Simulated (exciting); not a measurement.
# TiAl (Pm-3m) in exciting: reference runs

How does TiAl come out in PBEsol? The cell is run as given.

Everything below comes from runs of exciting (release sodium). Logs are shortened: lines on timing, memory, paths and dates and some standing lists are left out, and cuts for length are marked.

**1. Starting point**

It takes space group Pm-3m (No. 221, cubic). The conventional cell has a = 3.179 Å, b = 3.179 Å, c = 3.179 Å, α = 90.00°, β = 90.00°, γ = 90.00°. Ti (site symmetry m-3m) is surrounded by 8 Al at 2.75 Å. Al (site symmetry m-3m) has 8 Ti at 2.75 Å as nearest neighbours.

The cell comes from a database or a generator and needn't be the stable form of this composition.

**2. Single point, PBEsol**

File input.xml:

```xml
<input>
  <title>TiAl</title>
  <structure speciespath="./" tshift="false">
    <crystal scale="1">
      <basevect>6.007560292657 0.000000000000 0.000000000000</basevect>
      <basevect>0.000000000000 6.007560292657 0.000000000000</basevect>
      <basevect>0.000000000000 0.000000000000 6.007560292657</basevect>
    </crystal>
    <species speciesfile="Ti.xml" rmt="2">
      <atom coord="0.000000000000 0.000000000000 0.000000000000"/>
    </species>
    <species speciesfile="Al.xml" rmt="2">
      <atom coord="0.500000000000 0.500000000000 0.500000000000"/>
    </species>
  </structure>
  <groundstate do="fromscratch" ngridk="8 8 8" rgkmax="9" gmaxvr="14" lmaxapw="10" lmaxmat="10" lmaxvr="8" xctype="GGA_PBE_SOL" stype="Fermi Dirac" swidth="0.00183747" nempty="14" ValenceRelativity="iora*" epsengy="1e-05" epspot="1e-05" maxscl="60" tforce="true" outputlevel="normal"/>
</input>
```

Potentials or basis: all-electron LAPW+lo, shipped species files, valence relativity iora*.

Run with:

```
> OMP_NUM_THREADS=1 exciting_smp
```

INFO.OUT:

```text
================================================================================
EXCITING SODIUM started
[... 10 lines left out ...]

 Lattice vectors (cartesian) :
      6.0075602927      0.0000000000      0.0000000000
      0.0000000000      6.0075602927      0.0000000000
      0.0000000000      0.0000000000      6.0075602927

 Reciprocal lattice vectors (cartesian) :
      1.0458796918      0.0000000000      0.0000000000
      0.0000000000      1.0458796918      0.0000000000
      0.0000000000      0.0000000000      1.0458796918

 Unit cell volume                           :     216.8175408835
 Brillouin zone volume                      :       1.1440504879

 Species :    1 (Ti)
     parameters loaded from                 :    Ti.xml
     name                                   :    titanium
     nuclear charge                         :     -22.00000000
     electronic charge                      :      22.00000000
     atomic mass                            :   87256.20311000
     muffin-tin radius                      :       2.00000000
     # of radial points in muffin-tin       :     350

     atomic positions (lattice) :
       1 :   0.00000000  0.00000000  0.00000000

 Species :    2 (Al)
     parameters loaded from                 :    Al.xml
     name                                   :    aluminium
     nuclear charge                         :     -13.00000000
     electronic charge                      :      13.00000000
     atomic mass                            :   49184.33493000
     muffin-tin radius                      :       2.00000000
     # of radial points in muffin-tin       :     300

     atomic positions (lattice) :
       1 :   0.50000000  0.50000000  0.50000000

 Total number of atoms per unit cell        :       2

 Spin treatment                             :    spin-unpolarised

 Number of Bravais lattice symmetries       :      48
 Number of crystal symmetries               :      48

 k-point grid                               :       8    8    8
 Total number of k-points                   :      35
 k-point set is reduced with crystal symmetries

[... 22 lines left out ...]
 Maximum Hamiltonian size                   :     376
 Maximum number of plane-waves              :     356
 Total number of local-orbitals             :      20

 Exchange-correlation type                  :      22
     PBEsol, Phys. Rev. Lett. 100, 136406 (2008)
     Generalised gradient approximation (GGA)

 Smearing scheme                            :    Fermi-Dirac
 Smearing width                             :       0.00183747

 Using multisecant Broyden potential mixing
[... 16 lines left out ...]
+ SCF iteration number :    1                                                  +
++++++++++++++++++++++++++++++++++++++++++++++++++++++++++++++++++++++++++++++++
 Total energy                               :     -1092.56311092
 _______________________________________________________________
 Fermi energy                               :         0.33209805
 Kinetic energy                             :      1105.05667825
 Coulomb energy                             :     -2138.34122219
 Exchange energy                            :       -57.59314219
 Correlation energy                         :        -1.68542479
[... 386 lines left out ...]
 RMS change in effective potential (target) :  0.196974E-07  ( 0.100000E-04)
 Absolute change in total energy   (target) :  0.134841E-05  ( 0.100000E-04)
 Charge distance                   (target) :  0.773682E-08  ( 0.100000E-04)
 Abs. change in max-nonIBS-force   (target) :   0.00000      ( 0.500000E-04)

++++++++++++++++++++++++++++++++++++++++++++++++++++++++++++++++++++++++++++++++
| Convergency criteria checked for the last 2 iterations                       +
| Convergence targets achieved. Performing final SCF iteration                 +
++++++++++++++++++++++++++++++++++++++++++++++++++++++++++++++++++++++++++++++++
 Total energy                               :     -1095.23691071
 _______________________________________________________________
 Fermi energy                               :         0.32581143
 Kinetic energy                             :      1103.58443175
 Coulomb energy                             :     -2139.42470025
 Exchange energy                            :       -57.71048017
 Correlation energy                         :        -1.68616204

 DOS at Fermi energy (states/Ha/cell)       :        82.09188459

 Electron charges :
     core                                   :        14.00000000
     core leakage                           :         0.00137621
     valence                                :        21.00000000
     interstitial                           :         4.53168951
     charge in muffin-tin spheres :
                  atom     1    Ti          :        19.54431807
                  atom     2    Al          :        10.92399242
     total charge in muffin-tins            :        30.46831049
     total charge                           :        35.00000000

++++++++++++++++++++++++++++++++++++++++++++++++++++++++++++++++++++++++++++++++
+ Self-consistent loop stopped                                                 +
++++++++++++++++++++++++++++++++++++++++++++++++++++++++++++++++++++++++++++++++
 STATE.OUT is written

--------------------------------------------------------------------------------
- Writing atomic positions and forces                                          -
--------------------------------------------------------------------------------

 Atomic positions (lattice) :
 atom     1  Ti  :     0.00000000    0.00000000    0.00000000
 atom     2  Al  :     0.50000000    0.50000000    0.50000000

 Total atomic forces including IBS (cartesian) :
 atom     1  Ti  :    -0.00000000    0.00000000    0.00000000
 atom     2  Al  :     0.00000000    0.00000000   -0.00000000

 Atomic force components including IBS (cartesian) :
 atom     1  Ti  :    -0.00000000    0.00000000    0.00000000   HF force
                 :     0.00000000    0.00000000    0.00000000   core correction
                 :     0.00000000    0.00000000    0.00000000   IBS correction
 atom     2  Al  :     0.00000000    0.00000000    0.00000000   HF force
                 :     0.00000000   -0.00000000    0.00000000   core correction
                 :    -0.00000000   -0.00000000   -0.00000000   IBS correction

********************************************************************************
* Groundstate module stopped                                                   *
********************************************************************************

--------------------------------------------------------------------------------
- CAUTION! Warnings have been written in file WARNING.OUT !                    -
--------------------------------------------------------------------------------
================================================================================
| EXCITING SODIUM stopped                                                      =
================================================================================
```

LINENGY.OUT:

```text
Species :    1 (Ti), atom :    1
 APW functions :
  l =  0, order =  1 :    1.155000000
  l =  1, order =  1 :  -0.8625000000
  l =  2, order =  1 :   0.2600000000
  l =  3, order =  1 :   0.1500000000
  l =  3, order =  2 :   0.1500000000
  l =  4, order =  1 :   0.1500000000
[... 11 lines left out ...]
  l = 10, order =  1 :   0.1500000000
  l = 10, order =  2 :   0.1500000000
 local-orbital functions :
  l.o. =  1, l =  0, order =  1 :    1.155000000
  l.o. =  1, l =  0, order =  2 :    1.155000000
  l.o. =  2, l =  1, order =  1 :  -0.8625000000
  l.o. =  2, l =  1, order =  2 :  -0.8625000000
  l.o. =  3, l =  2, order =  1 :   0.2600000000
  l.o. =  3, l =  2, order =  2 :   0.2600000000
  l.o. =  4, l =  0, order =  1 :    1.155000000
  l.o. =  4, l =  0, order =  2 :    1.155000000
  l.o. =  4, l =  0, order =  3 :   -1.745950000
  l.o. =  5, l =  1, order =  1 :  -0.8625000000
  l.o. =  5, l =  1, order =  2 :  -0.8625000000
  l.o. =  5, l =  1, order =  3 :  -0.8596500000

Species :    2 (Al), atom :    1
 APW functions :
  l =  0, order =  1 :   0.2600000000
  l =  1, order =  1 :   0.6725000000
  l =  2, order =  1 :   0.1500000000
  l =  2, order =  2 :   0.1500000000
  l =  3, order =  1 :   0.1500000000
  l =  3, order =  2 :   0.1500000000
[... 12 lines left out ...]
  l = 10, order =  1 :   0.1500000000
  l = 10, order =  2 :   0.1500000000
 local-orbital functions :
  l.o. =  1, l =  0, order =  1 :   0.2600000000
  l.o. =  1, l =  0, order =  2 :   0.2600000000
  l.o. =  2, l =  1, order =  1 :   0.6725000000
  l.o. =  2, l =  1, order =  2 :   0.6725000000
  l.o. =  3, l =  1, order =  1 :   0.6725000000
  l.o. =  3, l =  1, order =  2 :   0.6725000000
  l.o. =  3, l =  1, order =  3 :   -2.032400000
```

Run time: 1.8 min. Hardware: 1 thread of Arm Neoverse V1, shared host; peak memory 0.13 GiB.

What came out:

* Free energy: -29802.9380 eV
* Band gap on the k mesh: none (metal or under the smearing width)
* All electrons inside the program's atomic spheres: Ti 19.54; Al 10.92 (radii Ti 2.0, Al 2.0 bohr)

Caveat: the log's total energy holds no entropy term; the free energy is that total less TS from the occupations.
